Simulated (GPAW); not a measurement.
# Sb (P2_1/m) in GPAW: reference runs

Aim: a first look at Sb with PBEsol, on the cell as given and on a disturbed one.

Everything below comes from runs of GPAW 26.7.0. Logs are shortened: lines on timing, memory, paths and dates and some standing lists are left out, and cuts for length are marked. The log counts tension as positive stress, the text compression.

### 1 The crystal as given

It takes space group P2_1/m (No. 11, monoclinic). The conventional cell has a = 3.122 Å, b = 4.348 Å, c = 4.406 Å, α = 90.00°, β = 90.51°, γ = 90.00°. Sb (site symmetry m) has 6 Sb at 3.04 to 3.15 Å as nearest neighbours.

This isn't the form of Sb at room conditions, which is rhombohedral.

### 2 Single point, PBEsol

File run.py:

```python
from ase import Atoms
from ase.dft.bandgap import bandgap
from ase.io import write
from ase.units import Bohr, GPa
from gpaw import GPAW, PW, setup_paths
from gpaw.elf import elf_from_dft_calculation

setup_paths.insert(0, '.')

atoms = Atoms(['Sb', 'Sb'],
              cell=[[3.122402, 0.0, 0.0],
                    [0.0, 4.347518, 0.0],
                    [-0.038915, 0.0, 4.405852]],
              scaled_positions=[[0.011389, 0.25, 0.241166],
                                [0.988611, 0.75, 0.758834]],
              pbc=True)

calc = GPAW(mode=PW(600),
            xc='PBEsol',
            kpts={'size': (9, 6, 6), 'gamma': True},
            occupations={'name': 'fermi-dirac', 'width': 0.05},
            nbands=25,
            convergence={'density': 1e-05, 'energy': 1e-05},
            maxiter=150,
            txt='gpaw.txt')
atoms.calc = calc
energy = atoms.get_potential_energy()
forces = atoms.get_forces()
stress = atoms.get_stress()
calc.write('gs.gpw')
write('result.traj', atoms)
print(f'Energy: {energy:.6f} eV')
print('Forces (eV/A):')
print(forces.round(4))
print('Stress (GPa):', (stress / GPa).round(3))
print('Fermi level:', round(calc.get_fermi_level(), 4), 'eV')
print(f'Gap: {bandgap(calc)[0]:.4f} eV, direct: {bandgap(calc, direct=True)[0]:.4f} eV')

# fields on the real-space grid
write('density.cube', atoms, data=calc.get_pseudo_density() * Bohr**3)
write('potential.cube', atoms, data=calc.get_electrostatic_potential())
write('elf.cube', atoms, data=elf_from_dft_calculation(calc).data)
```

Potentials or basis: PAW data sets generated in the run's folder for this functional, pw.

Command:

```console
$ gpaw-setup -f PBEsol Sb
$ OMP_NUM_THREADS=1 python run.py
```

gpaw.txt:

```text
__  _  _
 | _ |_)|_||  |
 |__||  | ||/\| - 26.7.0

Input parameters:
  mode=PW(ecut=600.0),
  convergence={'density': 1e-05, 'energy': 1e-05},
  kpts=MonkhorstPack(size=(9, 6, 6), gamma=True),
  maxiter=150,
  nbands=25,
  occupations=Occupations(name='fermi-dirac', width=0.05),
  xc=XC(name='PBEsol')

Diagonalizing LCAO Hamiltonian
Converting LCAO to pw mode

                Sb

       Sb

Atoms  # Å, Bohr magnetons
|   | symbol |        x |        y |        z |    initial magnetic moments |
|---|--------|----------|----------|----------|-----------------------------|
| 0 |     Sb | 0.026176 | 1.086879 | 1.062542 | ( 0.0000,  0.0000,  0.0000) |
| 1 |     Sb | 3.057311 | 3.260638 | 3.343310 | ( 0.0000,  0.0000,  0.0000) |

Unit cell  # Å
| periodic |         x |        y |        z |  lengths |    angles |
|----------|-----------|----------|----------|----------|-----------|
|      yes |  3.122402 | 0.000000 | 0.000000 | 3.122402 | 90.000000 |
|      yes |  0.000000 | 4.347518 | 0.000000 | 4.347518 | 90.506056 |
|      yes | -0.038915 | 0.000000 | 4.405852 | 4.406024 | 90.000000 |

Number of symmetries: 2
Symmetry operations  # r_c * U_cc + t_c -> r_c
|   | kind |            matrix            |
|---|------|------------------------------|
| 0 |  E   |  1, 0, 0,  0, 1, 0,  0, 0, 1 |
| 1 |  i   | -1, 0, 0,  0,-1, 0,  0, 0,-1 |

BZ-sampling:
  Number of BZ points: 324
  Number of IBZ points: 164

  Monkhorst-Pack size: [9, 6, 6]
  Monkhorst-Pack shift: [0.0, 0.08333333333333333, 0.08333333333333333]

K-points  # in reciprocal-cell coordinates
|     |                                coordinates |     weight |
|-----|--------------------------------------------|------------|
|   0 | (  0.00000000,   0.00000000,   0.00000000) | 0.00308642 |
|   1 | (  0.00000000,   0.00000000,   0.16666667) | 0.00617284 |
|   2 | (  0.00000000,   0.00000000,   0.33333333) | 0.00617284 |
|   3 | (  0.00000000,   0.00000000,   0.50000000) | 0.00308642 |
|   4 | (  0.00000000,   0.16666667,  -0.33333333) | 0.00617284 |
|   5 | (  0.00000000,   0.16666667,  -0.16666667) | 0.00617284 |
|   6 | (  0.00000000,   0.16666667,   0.00000000) | 0.00617284 |
|   7 | (  0.00000000,   0.16666667,   0.16666667) | 0.00617284 |
|   8 | (  0.00000000,   0.16666667,   0.33333333) | 0.00617284 |
|   9 | (  0.00000000,   0.16666667,   0.50000000) | 0.00617284 |
| ... |                                            |            |
| 163 | (  0.44444444,   0.50000000,   0.50000000) | 0.00617284 |

Plane wave coefficients: 2017
Cutoff: 600.0 eV

Spin-components: 1 (collinear spins)
Bands:           25
Projectors:      12
Spin-degeneracy: 2
Datatype:        complex128

Parallelization:
  kpt:    1
  domain: 1
  band:   1

Density:
  Valence electrons: 30.0
  Components: 1
  Grid points: [18 25 25]
  Charge: 0.0  # |e|

Potential:
  Grid points: [18 25 25]

species:
  Sb:
    name:    Antimony
    Z:       51.0
    valence: 15
    core:    36
    charge:  0.0  # [|e|]
    compensation charges:
      type: gauss
      rc: 0.36  # [Å]
      lmax: 2
    cutoffs:
      filter: 2.23  # [Å]
      core: 2.23  # [Å]
    projectors
    | kind |    occ | energy [eV] | rcut [Å] |
    |------|--------|-------------|----------|
    |   5s |  2.000 |     -12.861 |    1.154 |
    |   5p |  3.000 |      -4.846 |    1.233 |
    |   4d | 10.000 |     -33.456 |    1.196 |
    |    s |        |      14.351 |    1.154 |
    |    p |        |      22.365 |    1.233 |
    |    d |        |      -6.245 |    1.196 |

    Using partial waves for Sb as LCAO basis

Reference energy: -352409.566924  # eV

eigensolver:
  PPCG
  Converge bands: occupied
  niter=2

density mixing:
  MSR1-Mixer
  Pratt-step length: 0.05
  Maximum mixing coefficient: 0.75
  Old densities: 10
  SVD Regularization: 0.005
  Good broyden scale: 1.0
  Trust region scale: 1.0
  Backstep threshold: 4.0
  History deletion threshold: 6.0
  Fourier metric: weight=20.0, sigma=0.015

occupation numbers:
  Fermi-Dirac:
    width: 0.0500  # eV

poisson solver:
  ecut: 4800.0  # eV

xc functional:
  name: PBEsol with 2 nearest neighbor stencil

convergence criteria:
- Maximum integral of absolute [dens]ity change: 1e-05 electrons / valence electron
- Maximum [total energy] change in last 3 cyles: 1e-05 eV / valence electron
- Maximum integral of absolute [eigenst]ate change: 4e-08 eV^2 / valence electron
maximum number of iterations: 150

SCF iterations
|iter     | |      energy | eigst |  dens |
|---------|-|-------------|-------|-------|
|iter:   1| |   -9.580225 | +0.40 |       |
|iter:   2| |   -9.586248 | -1.95 | -1.77 |
|iter:   3| |   -9.580106 | -2.80 | -1.79 |
|iter:   4| |   -9.580828 | -3.59 | -2.30 |
|iter:   5| |   -9.580946 | -4.82 | -2.98 |
|iter:   6| |   -9.580961c| -6.14 | -3.60 |
|iter:   7| |   -9.580962c| -7.17 | -4.36 |
|iter:   8| |   -9.580962c| -7.67c| -4.94 |
|iter:   9| |   -9.580962c| -8.00c| -5.69c|

Converged in 9 steps
Energy contributions relative to reference atoms: (reference = -352409.566924)

Energy contributions:
  Kinetic:          -3.894183
  Coulomb:           2.092806
  Zero:              0.334333
  External:          0.000000
  Xc:               -8.107426
  Entropy:          -0.012980
  Spinorbit:         0.000000
  ----------------------------
  Free energy:      -9.587452
  Extrapolated:     -9.580962

dipole moment: (-0.000001, -0.000001, -0.000001)  # |e|*Ang

Fermi level: 6.718
Eigenvalues  # (at kpt = [0.000, 0.000, 0.000])
| band index |      eig [eV] | occ [0-2] |
|------------|---------------|-----------|
|          0 |       -22.525 |     2.000 |
|        ... |               |           |
|          6 |       -22.346 |     2.000 |
|          7 |       -22.345 |     2.000 |
|          8 |       -22.343 |     2.000 |
|          9 |       -22.271 |     2.000 |
|         10 |        -5.775 |     2.000 |
|         11 |        -0.711 |     2.000 |
|         12 |         3.028 |     2.000 |
|         13 |         3.160 |     2.000 |
|         14 |         8.692 |     0.000 |
|         15 |         9.678 |     0.000 |
|         16 |         9.903 |     0.000 |
|         17 |        10.033 |     0.000 |
|         18 |        13.401 |     0.000 |
|         19 |        13.808 |     0.000 |
|         20 |        13.971 |     0.000 |
|         21 |        14.759 |     0.000 |
|        ... |               |           |
|         24 |        20.315 |     0.000 |

No gap
No difference between direct/indirect transitions

Forces  # eV/Ang
|        x |        y |        z |
|----------|----------|----------|
| -0.03175 |  0.00005 |  0.02877 |  # Sb   0
|  0.03175 | -0.00005 | -0.02877 |  # Sb   1

Stress tensor  # eV/Ang^3
|         x |         y |         z |
|-----------|-----------|-----------|
|  0.013650 | -0.000000 | -0.000511 |
| -0.000000 |  0.017438 | -0.000000 |
| -0.000511 | -0.000000 |  0.015843 |

# Writing to gs.gpw (mode='')
```

Wall time 81 s (1 thread of Intel Xeon Platinum 8488C (Sapphire Rapids), shared host); peak memory 0.33 GiB.

Results:

```yaml
Free_energy: -9.5875 eV
Pressure: -2.5 GPa
Largest_force: 0.043 eV/Å
Band_gap_on_the_k_mesh: none (metal or under the smearing width)
```

Forces on the atoms (eV/Å):
```
Sb  -0.032  0.000  0.029
Sb   0.032  0.000 -0.029
```

### 3 Single point, PBEsol (atoms moved at random, drawn with an rms of 0.05 Å)

run.py, as its differences from that of step 2:

```diff
@@ -3,5 +3,4 @@
 from ase.io import write
-from ase.units import Bohr, GPa
+from ase.units import GPa
 from gpaw import GPAW, PW, setup_paths
-from gpaw.elf import elf_from_dft_calculation
 
@@ -13,4 +12,4 @@
                     [-0.038915, 0.0, 4.405852]],
-              scaled_positions=[[0.011389, 0.25, 0.241166],
-                                [0.988611, 0.75, 0.758834]],
+              scaled_positions=[[0.012176, 0.261488, 0.242609],
+                                [1.001542, 0.746485, 0.765354]],
               pbc=True)
@@ -37,6 +36 @@
 print(f'Gap: {bandgap(calc)[0]:.4f} eV, direct: {bandgap(calc, direct=True)[0]:.4f} eV')
-
-# fields on the real-space grid
-write('density.cube', atoms, data=calc.get_pseudo_density() * Bohr**3)
-write('potential.cube', atoms, data=calc.get_electrostatic_potential())
-write('elf.cube', atoms, data=elf_from_dft_calculation(calc).data)
```

Potentials or basis: PAW data sets generated in the run's folder for this functional, pw.

Command:

```console
$ gpaw-setup -f PBEsol Sb
$ OMP_NUM_THREADS=1 python run.py
```

gpaw.txt:

```text
__  _  _
 | _ |_)|_||  |
 |__||  | ||/\| - 26.7.0

Input parameters:
  mode=PW(ecut=600.0),
  convergence={'density': 1e-05, 'energy': 1e-05},
  kpts=MonkhorstPack(size=(9, 6, 6), gamma=True),
  maxiter=150,
  nbands=25,
  occupations=Occupations(name='fermi-dirac', width=0.05),
  xc=XC(name='PBEsol')

Diagonalizing LCAO Hamiltonian
Converting LCAO to pw mode

                Sb

       Sb

Atoms  # Å, Bohr magnetons
|   | symbol |        x |        y |        z |    initial magnetic moments |
|---|--------|----------|----------|----------|-----------------------------|
| 0 |     Sb | 0.028577 | 1.136824 | 1.068899 | ( 0.0000,  0.0000,  0.0000) |
| 1 |     Sb | 3.097433 | 3.245357 | 3.372036 | ( 0.0000,  0.0000,  0.0000) |

Unit cell  # Å
| periodic |         x |        y |        z |  lengths |    angles |
|----------|-----------|----------|----------|----------|-----------|
|      yes |  3.122402 | 0.000000 | 0.000000 | 3.122402 | 90.000000 |
|      yes |  0.000000 | 4.347518 | 0.000000 | 4.347518 | 90.506056 |
|      yes | -0.038915 | 0.000000 | 4.405852 | 4.406024 | 90.000000 |

Number of symmetries: 1
Symmetry operations  # r_c * U_cc + t_c -> r_c
|   | kind |            matrix            |
|---|------|------------------------------|
| 0 |  E   |  1, 0, 0,  0, 1, 0,  0, 0, 1 |

BZ-sampling:
  Number of BZ points: 324
  Number of IBZ points: 164

  Monkhorst-Pack size: [9, 6, 6]
  Monkhorst-Pack shift: [0.0, 0.08333333333333333, 0.08333333333333333]

K-points  # in reciprocal-cell coordinates
[... 88 lines left out ...]
  ecut: 4800.0  # eV

xc functional:
  name: PBEsol with 2 nearest neighbor stencil

convergence criteria:
- Maximum integral of absolute [dens]ity change: 1e-05 electrons / valence electron
- Maximum [total energy] change in last 3 cyles: 1e-05 eV / valence electron
- Maximum integral of absolute [eigenst]ate change: 4e-08 eV^2 / valence electron
maximum number of iterations: 150

SCF iterations
|iter     | |      energy | eigst |  dens |
|---------|-|-------------|-------|-------|
|iter:   1| |   -9.577536 | +0.40 |       |
|iter:   2| |   -9.583596 | -1.95 | -1.77 |
|iter:   3| |   -9.577248 | -2.80 | -1.79 |
|iter:   4| |   -9.577935 | -3.58 | -2.30 |
|iter:   5| |   -9.578055 | -4.86 | -2.98 |
|iter:   6| |   -9.578069c| -6.09 | -3.58 |
|iter:   7| |   -9.578070c| -6.93 | -4.06 |
|iter:   8| |   -9.578070c| -7.82c| -4.59 |
|iter:   9| |   -9.578070c| -8.29c| -5.23c|

Converged in 9 steps
Energy contributions relative to reference atoms: (reference = -352409.566924)

Energy contributions:
  Kinetic:          -3.606471
  Coulomb:           1.854505
  Zero:              0.334317
  External:          0.000000
  Xc:               -8.153669
  Entropy:          -0.013503
  Spinorbit:         0.000000
  ----------------------------
  Free energy:      -9.584821
  Extrapolated:     -9.578070

dipole moment: (-22.110503, 0.176768, 0.210485)  # |e|*Ang

Fermi level: 6.716
Eigenvalues  # (at kpt = [0.000, 0.000, 0.000])
| band index |      eig [eV] | occ [0-2] |
|------------|---------------|-----------|
|          0 |       -22.526 |     2.000 |
|        ... |               |           |
|          6 |       -22.344 |     2.000 |
|          7 |       -22.341 |     2.000 |
|          8 |       -22.340 |     2.000 |
|          9 |       -22.266 |     2.000 |
|         10 |        -5.788 |     2.000 |
|         11 |        -0.702 |     2.000 |
[... 8 lines left out ...]
|         20 |        13.836 |     0.000 |
|         21 |        14.726 |     0.000 |
|        ... |               |           |
|         24 |        20.342 |     0.000 |

No gap
No difference between direct/indirect transitions

Forces  # eV/Ang
|        x |        y |        z |
|----------|----------|----------|
| -0.01396 | -0.07504 |  0.04557 |  # Sb   0
|  0.01399 |  0.07499 | -0.04556 |  # Sb   1

Stress tensor  # eV/Ang^3
|         x |         y |         z |
|-----------|-----------|-----------|
|  0.011163 | -0.000084 | -0.000563 |
| -0.000084 |  0.016590 |  0.002603 |
| -0.000563 |  0.002603 |  0.015214 |

# Writing to gs.gpw (mode='')
```

It took 91 s on 1 thread of Intel Xeon Platinum 8488C (Sapphire Rapids), shared host; peak memory 0.33 GiB.

What came out:

| Property | Result |
| --- | --- |
| Free energy | -9.5848 eV |
| Pressure | -2.3 GPa |
| Largest force | 0.089 eV/Å |
| Band gap on the k mesh | none (metal or under the smearing width) |

Forces on the atoms (eV/Å):
```
Sb  -0.014 -0.075  0.046
Sb   0.014  0.075 -0.046
```

The run has no spin-orbit coupling, so splittings on Sb are missing.
